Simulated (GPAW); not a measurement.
Crystal: SnTe.

```
Te Sn
1.0
     0.00000    3.15085    3.15085
     3.15085    0.00000    3.15085
     3.15085    3.15085    0.00000
Te Sn
1 1
Direct
  0.50000 0.50000 0.50000
  0.00000 0.00000 0.00000
```

```yaml
Program: GPAW 26.7.0
Task: relaxation of cell and atoms
Functional: PBEsol
Dispersion: D3(BJ)
Potentials_or_basis: PAW data sets generated in the run's folder for this functional
Cutoff: 600 eV
Basis: pw
k_mesh: 7 × 7 × 7
Occupations: fermi-dirac, width 0.05 eV
Spin: no spin polarisation
```

At the start: pressure -2.6 GPa; volume 31.28 Å³/atom.

Problem. Where does the relaxation end?

Solution. Over 4 steps the energy falls by 15.0 meV/atom and the volume is 29.55 Å³/atom (-5.5 %); space group Fm-3m (No. 225, to 0.05 Å).

The path:
```csv
step,energy change (eV),largest force (eV/Å),pressure (GPa),volume (Å³)
1,0.0000,0.0000,-2.64,62.56
2,-0.0103,0.0000,-2.19,61.88
3,-0.0299,0.0000,0.20,58.86
4,-0.0300,0.0000,-0.01,59.09
```

Final structure:
```yaml
crystal:
  lattice:
    - [0.00000, 3.09147, 3.09147]
    - [3.09147, 0.00000, 3.09147]
    - [3.09147, 3.09147, 0.00000]
  atoms:
    - { symbol: Te, position: [0.50000, 0.50000, 0.50000] }
    - { symbol: Sn, position: [0.00000, 0.00000, 0.00000] }
```

Caveat: later steps reuse the first step's grids.
